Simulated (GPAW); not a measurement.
Crystal: Hf.

```xyz
1
Lattice="2.9138 0.0000 0.0000 0.0000 2.9138 0.0000 0.0000 0.0000 2.9138" Properties=species:S:1:pos:R:3 pbc="T T T"
Hf    1.4569    1.4569    1.4569
```

The cell was built by a generator and needn't be a form met in nature.

Base run:

- Program: GPAW 26.7.0
- Functional: PW91
- Potentials or basis: PAW data sets generated in the run's folder for this functional
- Cutoff: 600 eV
- Basis: pw
- k mesh: 9 × 9 × 9
- Occupations: fermi-dirac, width 0.05 eV
- Spin: no spin polarisation

Its results: band gap on the k mesh none (metal or under the smearing width); pressure 0.2 GPa.

Task: After a change of settings the same cell gave: band gap on the k mesh none (metal or under the smearing width); pressure -3.3 GPa. Which change was it?
A. functional from PW91 to BLYP
B. functional from PW91 to PBE; potentials or basis from PAW data sets generated in the run's folder for this functional to GPAW PAW data sets (gpaw-data 1.2.1)
C. functional from PW91 to RPBE; potentials or basis from PAW data sets generated in the run's folder for this functional to the program's PAW data sets (release 1.2.1) made for this functional
D. functional from PW91 to AM05

Result: D.

AM05 binds more tightly than PW91, so the same cell stands under less pressure.

Not every run made on this cell is shown here.
